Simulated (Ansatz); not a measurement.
# CdSe: relaxation of cell and atoms with PBEsol+D4

The system is CdSe.

```
Cd Se
1.0
     0.00000    3.07027    3.07027
     3.07027    0.00000    3.07027
     3.07027    3.07027    0.00000
Cd Se
1 1
Direct
  0.00000 0.00000 0.00000
  0.25000 0.25000 0.25000
```

Measurements of this composition are mostly on another form, of space group No. 186.

| Item | Value |
| --- | --- |
| Program | Ansatz 0.2.0 |
| Task | relaxation of cell and atoms |
| Functional | PBEsol |
| Dispersion | D4 |
| Potentials or basis | Ansatz PAW |
| Cutoff | 420 eV (not typed: the program's choice for these potentials) |
| k mesh | 8 × 8 × 8 |
| Occupations | fermi-dirac, width 0.05 eV |
| Spin | no spin polarisation |

The relaxed volume is 27.57 Å³/atom and the relaxed cell is a = 4.272 Å, b = 4.272 Å, c = 4.272 Å, α = 60.00°, β = 60.00°, γ = 60.00°. The space group after relaxing (to 0.05 Å) is F-43m (No. 216), the energy gained by relaxing is 10.7 meV/atom and the ionic steps are 5. The pressure after relaxing is 0.0 GPa. The band gap on the k mesh is 0.52 eV.

The path:
```tsv
step	energy change (eV)	largest force (eV/Å)	volume (Å³)
1	0.0000	0.0000	57.88
2	-0.0196	0.0000	54.26
3	-0.0219	0.0000	55.22
4	-0.0219	0.0000	55.14
5	-0.0214	0.0000	55.14
```

Final structure:
```
Cd Se
1.0
     0.00000    3.02098    3.02098
     3.02098    0.00000    3.02098
     3.02098    3.02098    0.00000
Cd Se
1 1
Direct
  0.00000 0.00000 0.00000
  0.25000 0.25000 0.25000
```

It took 6.8 s on 2 threads of Intel(R) Xeon(R) 6975P-C (Granite Rapids), with other jobs on the host, peak memory 0.41 GiB.

Caveat: the plane-wave basis is chosen anew once the cell has moved, so the energies of steps on either side of that aren't comparable; the PAW data sets come from PBE, with cores solved anew for the run's functional, which leaves a small shift of forces and pressure. A k mesh can miss the band edges.
